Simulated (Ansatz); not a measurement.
Runs of Ansatz 0.2.0 on Ag. Symmetry: P6_3/mmc, No. 194, hexagonal system. The conventional cell has a = 2.930 Å, b = 2.930 Å, c = 4.790 Å, α = 90.00°, β = 90.00°, γ = 120.00°. Around Ag (site symmetry -6m2) lie 12 Ag at 2.93 Å. This isn't the form of Ag at room conditions, which is fcc.

```csv
task,level,spin,cell,k mesh,points for each segment of the path,gap on the mesh (eV),pressure (GPa),relaxed volume (Å³/atom)
relaxation of cell and atoms,PBEsol0,off,relaxed,5 × 5 × 3,-,none,0.0,(a)
single point,PBEsol0,off,as given,5 × 5 × 3,-,none,-5.8,-
relaxation of cell and atoms,HSE03,off,relaxed,5 × 5 × 3,-,none,0.0,17.66
band structure,HSEsol,off,as given,5 × 5 × 3,4,none,-5.6,-
single point,HSE06,"SOC, no magnetisation",as given,4 × 4 × 3,-,none,2.0,-
band structure,HSE03,off,as given,5 × 5 × 3,4,none,-0.7,-
band structure,HSE06,off,as given,5 × 5 × 3,4,none,-0.9,-
relaxation of cell and atoms,B3LYP,off,relaxed,5 × 5 × 3,-,none,0.0,18.76
single point,PBE0,"SOC, no magnetisation",as given,4 × 4 × 3,-,none,2.0,-
relaxation of cell and atoms,HSE06,off,relaxed,5 × 5 × 3,-,none,0.0,(b)
single point,B3LYP,off,as given,5 × 5 × 3,-,none,4.5,-
relaxation of cell and atoms,PBE0,off,relaxed,5 × 5 × 3,-,none,0.0,17.61
```

Alike in all rows: potentials or basis Ansatz PAW; cutoff (eV) 420; smearing fermi-dirac 0.05 eV; the mesh is coarse, so values aren't converged.

**Question.** Fill in the values left out.

**Answer.** (a) 16.75; (b) 17.62.

Caveats: all runs use coarse meshes; the PAW data sets come from PBE, with cores solved anew for the run's functional, which leaves a small shift of forces and pressure; the thresholds are loose for stress (some runs); the plane-wave basis is chosen anew once the cell has moved, so the energies of steps on either side of that aren't comparable (some runs).

A k mesh can miss the band edges, and rows without SOC leave out spin-orbit coupling on Ag.

A gap of «none» marks a metal or a gap under the smearing width.
